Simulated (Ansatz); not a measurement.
# Band structure of KI

```
K I
1.0
     6.08614    0.00000    0.00000
    -3.04307    5.27075    0.00000
     0.00000    0.00000    7.11879
K I
2 2
Direct
  0.33333 0.66667 0.93799
  0.66667 0.33333 0.43799
  0.33333 0.66667 0.43801
  0.66667 0.33333 0.93801
```

Atoms are numbered in the order listed.

The structure comes from a relaxation in the same program, started in the wurtzite type, and has space group P6_3/mmc. Whether it is a known phase or the ground state wasn't checked. The relaxation left the symmetry of that type.

Spin–orbit coupling is left out, though it moves levels of the heavy atoms by tenths of an eV or more.

Level of theory: Ansatz 0.2.0, DFT, PBE, all-electron LAPW, scalar-relativistic.

Settings: a Γ-centred 8×8×5 k mesh, Fermi–Dirac smearing of 0.05 eV, basis error target 1 meV/atom, no spin polarisation.

Points in fractions of the reciprocal vectors of this cell: Γ (0, 0, 0), M (0.5, 0, 0), K (0.333, 0.333, 0), A (0, 0, 0.5), L (0.5, 0, 0.5), H (0.333, 0.333, 0.5). The path joins them by straight lines in the order Γ–M–K–Γ–A–L–H–A–L; legs that retrace an earlier one aren't tabulated. Energies are in eV from the top of the valence band.

(1) List the levels at Γ between -20 and 6.5 eV.

(2) List the levels at K between -20 and 6.5 eV.

(3) List the levels at M between -20 and 6.5 eV.

(4) What is the band gap?

## Answers

(1) -12.18 (×3), -12.17 (×2), -12.15, -10.36, -10.26, -0.79, -0.51 (×2), -0.27 (×2), 0.00, 3.75, 5.73, 6.37 (×2).

(2) -12.21 (×2), -12.19, -12.17 (×3), -10.24 (×2), -0.70, -0.57 (×2), -0.42 (×2), -0.17, 5.27, 5.29, 6.14 (×2).

(3) -12.22, -12.21, -12.19, -12.17 (×2), -12.16, -10.27, -10.23, -0.75, -0.57, -0.54, -0.48, -0.29, -0.15, 5.34, 5.52, 5.85, 5.87, 6.49.

(4) 3.75 eV, direct at Γ.
